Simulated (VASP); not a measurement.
# P, self-consistent run: which settings are enough?

P, R-3m (no. 166), 2 atoms in the cell. PBE with D2; PAW potentials P (PBE set). VASP 6.6.1.

Wanted: energy within 2 meV/atom; pressure within 0.1 GPa.

POSCAR:
```
P
1.0
    1.7257251780      0.9963478961      3.1296800121
   -1.7257251780      0.9963478961      3.1296800121
    0.0000000000     -1.9926957921      3.1296800121
P
2
Direct
    0.7729197500      0.7729197500      0.7729197500
    0.2270802500      0.2270802500      0.2270802500
```

## Inputs of the D2 term

| Inputs of the D2 term | Energy less reference (meV/atom) | Pressure (GPa) | SCF iterations | Time (s) |
|---|---|---|---|---|
| default | 0.0 | -0.77 | 13 | 17 |
| VDW_RADIUS = 15 | 2.3 | -0.73 | 13 | 14 |
| VDW_RADIUS = 25 | 0.4 | -0.76 | 13 | 14 |
| VDW_RADIUS = 80 | 0.0 | -0.77 | 13 | 15 |
| VDW_S6 = 0.6 | 47.0 | -0.40 | 13 | 16 |
| VDW_D = 15.0 | -4.0 | -0.96 | 13 | 20 |
| VDW_D = 30.0 | -3.7 | -0.43 | 13 | 15 |
| VDW_C6 = 7.840, VDW_R0 = 1.705 | 0.0 | -0.77 | 13 | 14 |
| VDW_C6 = 9.408, VDW_R0 = 1.705 | -47.0 | -1.15 | 13 | 14 |
| VDW_C6 = 6.272, VDW_R0 = 1.705 | 47.0 | -0.40 | 13 | 15 |

## Question

For each series: keep the first row unless others stay within half of the tolerance and take at least 30 % less time, and then take the fastest.

## Answer

- inputs of the D2 term: default

## The input

INCAR:
```
ALGO     = Normal         # electronic algorithm
EDIFF    = 1E-7           # SCF threshold, eV
ENCUT    = 520            # plane-wave cutoff, eV
ISIF     = 2              # what is computed and relaxed
ISMEAR   = 0              # smearing method
IVDW     = 1              # dispersion correction
LASPH    = T              # aspherical terms in the spheres
LCHARG   = F              # write CHGCAR
LREAL    = F              # projectors in reciprocal space
LWAVE    = F              # write WAVECAR
NELM     = 100            # most SCF steps
PREC     = Accurate       # precision mode
SIGMA    = 0.02           # smearing width, eV
```

KPOINTS:
```
k-points
0
Gamma
  7 7 7
```

Commands:
```
cat potpaw_PBE.64/P/POTCAR > POTCAR
mpirun -np 1 vasp_std > vasp.out
```

The chosen input took VASP 6.6.1 17 s on 1 core (Intel Xeon Platinum 8259CL @ 2.50GHz (Skylake/Cascade Lake)), a shared host.
